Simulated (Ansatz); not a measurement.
Zinc-blende InN (metastable phase) was calculated with r²SCAN (Ansatz, a quantum-chemistry and plane-wave program, plane waves, PAW).

Numerical settings: plane-wave cutoff 500 eV, 14×14×14 k mesh, Fermi–Dirac smearing 0.05 eV, scalar-relativistic PAW data made under PBE.

Computed at the level's own relaxed cell.

### Question
Estimate the equilibrium volume per atom and lattice parameter a that the calculation returns.

### Answer

- equilibrium volume per atom: 15.62 Å³/atom
- lattice parameter a: 4.999 Å

The run finds no gap.

Measured, for comparison: equilibrium volume per atom 15.72 Å³/atom, lattice constant a 5.01 ± 0.01 Å (temperature not stated, no zero-point or thermal correction, epilayer on 3C-SiC; as tabulated in Schörmann, As, Lischka, Schley, Goldhahn et al., Appl. Phys. Lett. 89, 261903 …). Computed (rounded) less measured: equilibrium volume per atom -0.6 %, lattice constant a -0.2 %. A static lattice is as a rule a little smaller and stiffer than an uncorrected measurement, which can account for part of this.

Spin–orbit coupling is not included.

Computed values are for the static lattice.

It cost roughly 30 core-seconds of CPU time.
